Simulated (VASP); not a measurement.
## O2C: single point with optB86b-vdW

Molecule: O2C, in a box.

```
O C
1.0
    12.15543    0.00000    0.00000
     0.00000   12.65543    0.00000
     0.00000    0.00000   13.15543
O C
2 1
Direct
  0.48628 0.56490 0.43708
  0.51452 0.43947 0.56656
  0.50040 0.50218 0.50183
```

| Quantity | Value |
| --- | --- |
| Program | VASP 6.6.1 |
| Task | single point |
| Functional | optB86b-vdW |
| Potentials or basis | VASP PAW PBE potentials, release 64 (O, C) |
| Cutoff | 400 eV |
| k mesh | 1 × 1 × 1 |
| Occupations | gaussian, width 0.01 eV |
| Spin | no spin polarisation |
| Further INCAR settings | ALGO = Normal; EDIFF = 1e-06; ISYM = 0 |

| Quantity | Value |
| --- | --- |
| Largest force | 0.094 eV/Å |
| Gap between the frontier levels | 7.86 eV |

Forces in eV/Å, atoms in the order of the input:
```
O    0.015 -0.063  0.069
O   -0.013  0.056 -0.062
C   -0.002  0.006 -0.007
```

Levels at points of the mesh, in eV from the valence-band top:
| k point | band 4 | band 5 | band 6 | band 7 | band 8 | band 9 | band 10 | band 11 | band 12 |
| --- | --- | --- | --- | --- | --- | --- | --- | --- | --- |
| (0.00, 0.00, 0.00) | -3.55 | -3.55 | -3.52 | 0.00 | 0.00 | 7.86 | 8.47 | 8.47 | 9.03 |

It took 4.2 min on 4 MPI ranks on AMD EPYC 9R45 (Zen 5), with other jobs on the host, peak memory 1.1 GiB a rank.

Caveat: the standard files for N, O and F lose accuracy on very short bonds; the PAW data sets were made with another functional, which shifts forces and pressure a little.
